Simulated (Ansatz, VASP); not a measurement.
# One calculation of Sn, two programs

```
Sn
1.0
     3.54434    0.00000    0.00000
    -1.77217    3.06949    0.00000
     0.00000    0.00000    3.31174
Sn
1
Direct
  0.00000 0.00000 0.00000
```

Alike in both runs: task single point; functional r2SCAN; k mesh 6 × 6 × 6; occupations gaussian, width 0.1 eV; no spin polarisation.

|  | VASP | Ansatz |
| --- | --- | --- |
| version | VASP 6.6.1 | Ansatz 0.2.0 |
| potentials or method | VASP PAW PBE potentials, release 64 (Sn_d) | scalar-relativistic, plane waves, PAW |
| plane-wave cutoff (eV) | 520 | 500 |
| valence electrons in the cell | 14 | 14 |

```csv
,VASP,Ansatz,Ansatz less VASP
gap on the k mesh at the Fermi level (eV),none,none,-
pressure (GPa),-7.8,-7.8,+0.05
largest component of the traceless stress (GPa),3.14,3.14,-0.004
```

A gap of «none» marks a metal or a gap that the smearing closes.

Caveats: the PAW data sets were made with another functional, which shifts forces and pressure a little (VASP).
